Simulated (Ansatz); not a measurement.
## TiSe₂, space group P-3m1: a scan of the Hubbard U

Computed with the Ansatz DFT code, driven from Python.

Script `plus_u.py`:
```python
"""How the states of TiSe2 follow the Hubbard U."""

import ansatz as az
import numpy as np
import pandas as pd


def count_gap(report):
    # lowest empty less highest filled band, counting bands; zero where they overlap
    return max(report.get("gap_by_band_count_ev") or 0.0, 0.0)


def main() -> None:
    cell = (
        az.Lattice.from_parameters(3.536, 3.536, 6.004, alpha=90.0, beta=90.0, gamma=120.0)
        .atom("Ti", (0.0, 0.0, 0.0))
        .atom("Se", (1 / 3, 2 / 3, 0.2552))
        .atom("Se", (2 / 3, 1 / 3, 0.7448))
    )

    setup = (
        cell.calculation()
        .occupations("fermi_dirac", width=0.02)  # the run then minimises F = E - TS
        .functional("r2scan")
        .kpoints(mesh=(6, 6, 4))  # the mesh must be finer for metals
        .band_table()
    )
    rows = []
    for u in [1.0, 3.0, 5.0, 7.0]:
        report = setup.hubbard("Ti", "d", u_eff=u).run().report
        shell = report["hubbard"]["n_scf"]
        rows.append((u, count_gap(report), sum(shell) / len(shell), report["n_iterations"]))
    print(pd.DataFrame(rows, columns=["U_eff eV", "gap by band count eV", "Ti d occupation (projector)", "iterations"]).round(4).to_string(index=False))
    print("eigenvalues of the first occupation matrix at the last U, by spin:")
    for channel in report["hubbard"]["n_eig"][0]:
        print("  ", " ".join(f"{n:.3f}" for n in channel))


if __name__ == "__main__":
    main()
```

Output of `python plus_u.py`:
```text
DeckWarning: basis.ecutwfc = 500 eV, auto-derived from the records' recommended cutoffs: set by Ti (their level for a meta-GGA)
 U_eff eV  gap by band count eV  Ti d occupation (projector)  iterations
      1.0                0.0000                       2.6369          10
      3.0                0.1058                       2.5169           9
      5.0                0.7099                       2.4209          10
      7.0                1.4064                       2.3438          10
eigenvalues of the first occupation matrix at the last U, by spin:
   0.071 0.078 0.078 0.472 0.472
```
(Warnings from the package without file and line.)

What to keep in mind:
- A gap by band count of zero or less means overlapping bands, a metal.
- A Hubbard U without spin forces both spins into the same orbitals, which can open a gap or pick a state that a spin-polarised run wouldn't.
- The structure is a deposited one; some such entries were measured under pressure or heat, so a shift against it needn't be the functional's error alone.
- Gaps and levels are Kohn-Sham values on a finite set of k-points, without spin-orbit coupling.
- Shell occupations and the effect of U depend on the projectors; a run with no .spin step is spin-unpolarised, and each U may end in a state that isn't the lowest.
- It ran for 30 s on 1 thread of Arm Neoverse V1 (shared host), peak memory 0.59 GiB.

(A comment or docstring line of the script was reworded after the run, the code is as it ran.)
